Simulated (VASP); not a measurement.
A run of VASP 6.6.1 is set up as follows.

The input INCAR:

```
SYSTEM = V
PREC = Accurate
ENCUT = 520
EDIFF = 1E-6
ISMEAR = -1
SIGMA = 0.1
LREAL = .False.
LASPH = .True.
NELM = 80
ALGO = Normal
ISIF = 2
LWAVE = .False.
LCHARG = .False.
GGA = RP
NBANDS = 62
```

KPOINTS

```
Automatic mesh
0
Gamma
  7 7 7
  0 0 0
```

POSCAR

```
V
1.0
    4.8249511243      0.0000000000      0.0000000000
    0.0000000000      4.8249511243      0.0000000000
    0.0000000000      0.0000000000      4.8249511243
V
8
Direct
    0.0000000000      1.0000000000      0.0000000000
    0.5000000000      0.5000000000      0.5000000000
    0.2500000000      0.0000000000      0.5000000000
    0.7500000000      0.0000000000      0.5000000000
    0.5000000000      0.2500000000      1.0000000000
    0.5000000000      0.7500000000      0.0000000000
    1.0000000000      0.5000000000      0.2500000000
    1.0000000000      0.5000000000      0.7500000000
```

Potentials or basis: VASP PAW PBE potentials, release 64 (V_sv).

Run with:

```sh
$ cat potpaw_PBE.64/V_sv/POTCAR > POTCAR
$ mpirun -np 1 vasp_std > vasp.out
```

Question: Estimate the pressure.

Answer: 0.3 GPa.

Question: What does it give for the band gap on the k mesh?

Answer: None (metal or under the smearing width).

Caveat: the PAW data sets were made with another functional, which shifts forces and pressure a little.
